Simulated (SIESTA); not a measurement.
MgSe:

```xyz
2
Lattice="0.0000 2.7255 2.7255 2.7255 0.0000 2.7255 2.7255 2.7255 0.0000" Properties=species:S:1:pos:R:3 pbc="T T T"
Se    2.7255    2.7255    2.7255
Mg    0.0000    0.0000    0.0000
```

Base run:

* Program: SIESTA 5.4.2
* Functional: PBEsol
* Potentials or basis: PseudoDojo 0.4 standard (PBEsol files)
* Basis: DZP (energy shift 0.003 Ry; two zetas on semicore shells)
* Grid cutoff: 800 Ry
* Energy shift: 0.003 Ry
* k mesh: 8 × 8 × 8
* Occupations: fermi-dirac, width 0.05 eV
* Spin: no spin polarisation

Its results: band gap on the k mesh 1.87 eV, indirect (least direct gap 2.58 eV); pressure 1.9 GPa.

Task: The run is repeated on the same cell with these changes: functional from PBEsol to LDA; potentials or basis from PseudoDojo 0.4 standard (PBEsol files) to PseudoDojo 0.4 standard (LDA files). What comes out?

Result: Band gap on the k mesh 1.76 eV, indirect (least direct gap 2.47 eV); pressure 0.1 GPa.

Caveats: the basis of atomic orbitals isn't converged, which shifts pressures, moduli and gaps.
